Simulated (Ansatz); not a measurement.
Equation of state of caesium, omega (AlB2-type)

These are results of DFT, PBE, plane waves (420 eV) with PAW, scalar-relativistic (Ansatz), not measurements.

The cell is scaled uniformly from the relaxed one, with fractional coordinates and shape fixed. Energies are extrapolated to zero smearing, pressures are those at the given smearing. Magnetic state: spin not included.

```
V (Å³/atom)  E − E₀ (meV/atom)  P (GPa)
    103.416               12.7     0.31
    108.117                5.4     0.19
    112.818                1.4     0.09
    117.518                0.0     0.00
    122.219                0.9    -0.06
    126.920                3.8    -0.12
    131.621                8.2    -0.17
```

Problem. Fit a third-order Birch-Murnaghan equation.

Solution. V₀ = 117.82 Å³/atom, B₀ = 1.9 GPa, B₀′ = 3.4.
